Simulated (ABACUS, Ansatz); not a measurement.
**Cost and result for the equilibrium volume of AlN**

It takes space group F-43m (No. 216, cubic). Conventional cell: a = 4.368 Å, b = 4.368 Å, c = 4.368 Å, α = 90.00°, β = 90.00°, γ = 90.00°. Al (site symmetry -43m) has 4 N at 1.89 Å as nearest neighbours. N (site symmetry -43m) has 4 Al at 1.89 Å as nearest neighbours.

Measurements of this composition are mostly on another form, of space group No. 186.

```tsv
rung	level	program and potentials	cutoff (eV)	k mesh	smearing	task	core time	chip	equilibrium volume (Å³/atom)	notes
GGA + dispersion	PBE+D3(BJ)	Ansatz, Ansatz PAW	420	10 × 10 × 10	fermi-dirac 0.05	relaxation of cell and atoms	3.5 s	Intel Xeon Ice Lake	10.45	-
GGA	rPW86-PBE	Ansatz, Ansatz PAW	420	10 × 10 × 10	fermi-dirac 0.05	relaxation of cell and atoms	6.4 s	Intel Xeon Ice Lake	10.82	potentials made for PBE, which Ansatz adapts in part
GGA + dispersion	PBEsol+D3(BJ)	Ansatz, Ansatz PAW	420	10 × 10 × 10	fermi-dirac 0.05	relaxation of cell and atoms	8.8 s	Intel Xeon Skylake/Cascade Lake	10.31	potentials made for PBE, which Ansatz adapts in part
GGA	revPBE	Ansatz, Ansatz PAW	420	10 × 10 × 10	fermi-dirac 0.05	relaxation of cell and atoms	14 s	Intel Xeon Skylake/Cascade Lake	10.82	potentials made for PBE, which Ansatz adapts in part
GGA + dispersion	RPBE+D3(BJ)	Ansatz, Ansatz PAW	420	10 × 10 × 10	fermi-dirac 0.05	relaxation of cell and atoms	15 s	Intel Xeon Skylake/Cascade Lake	9.79	potentials made for PBE, which Ansatz adapts in part
non-local van der Waals functional	rPW86-PBE+rVV10	Ansatz, Ansatz PAW	420	10 × 10 × 10	fermi-dirac 0.05	equation of state	33 s	Intel Xeon Skylake/Cascade Lake	10.73	potentials made for PBE, which Ansatz adapts in part
GGA	PBEsol	Ansatz, PseudoDojo PBEsol stringent	1143	10 × 10 × 10	fermi-dirac 0.05	equation of state	46 s	Intel Xeon Skylake/Cascade Lake	10.48	-
GGA	PBE	ABACUS, PseudoDojo NC SR 0.4.1 PBE standard, plane waves	1143	10 × 10 × 10	fermi-dirac 0.05	equation of state	51 s	AMD EPYC 9R45 Zen 5	10.65	-
hybrid	HSE06	Ansatz, Ansatz PAW	420	5 × 5 × 5	fermi-dirac 0.05	relaxation of cell and atoms	55 s	Intel Xeon Skylake/Cascade Lake	10.40	coarse mesh; potentials made for PBE, which Ansatz adapts in part
```

Times are single runs on shared hosts and different chips, so they are rough; meshes, cutoffs and the tasks' sizes weigh on the time. All rows: no spin polarisation. Smearing widths are in eV. Meshes differ between rows, which moves values too. Meshes are those of the run's cell of 2 atoms unless a note names another. Relaxations start from the cell shown or near it and stop with a little pressure left. Runs on faulty files, with rough fits or with known faults for this quantity aren't shown. No row holds spin-orbit coupling.

By rung: GGA + dispersion 9.79 to 10.45; GGA 10.48 to 10.82; non-local van der Waals functional 10.73; hybrid on coarse meshes 10.40 (Å³/atom).
